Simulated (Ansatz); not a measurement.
Sb:

```
CELL_PARAMETERS angstrom
0.00000 -2.37124 -2.37124
-2.37124 0.00000 -2.37124
2.37124 2.37124 -4.74249
ATOMIC_POSITIONS crystal
Sb 0.48982 0.45774 0.56015
Sb 0.01018 0.04226 0.93985
```

The cell isn't the ideal one: all atoms moved at random, sigma 0.25 Å a component.

Base run:

* Program: Ansatz 0.2.0
* Functional: BLYP
* Potentials or basis: Ansatz PAW
* Cutoff: 420 eV
* Density cutoff: 1680 eV
* k mesh: 9 × 9 × 5
* Occupations: fermi-dirac, width 0.05 eV
* Spin: no spin polarisation

Its results: band gap on the k mesh none (metal or under the smearing width); pressure 18.5 GPa; largest force 1.984 eV/Å.

The run is repeated on the same cell with these changes: functional from BLYP to LDA. What comes out?

Band gap on the k mesh none (metal or under the smearing width); pressure 8.2 GPa; largest force 1.541 eV/Å.

LDA binds more tightly than BLYP, so the same cell stands under less pressure.

Caveats: the PAW data sets come from PBE, with cores solved anew for the run's functional, which leaves a small shift of forces and pressure; the potentials were made for another functional, which shifts forces and pressure (some runs); forces of over 1 eV/Å show positions far from the minimum, so gaps and moduli don't describe the material at rest (some runs).

Not every run made on this cell is shown here.
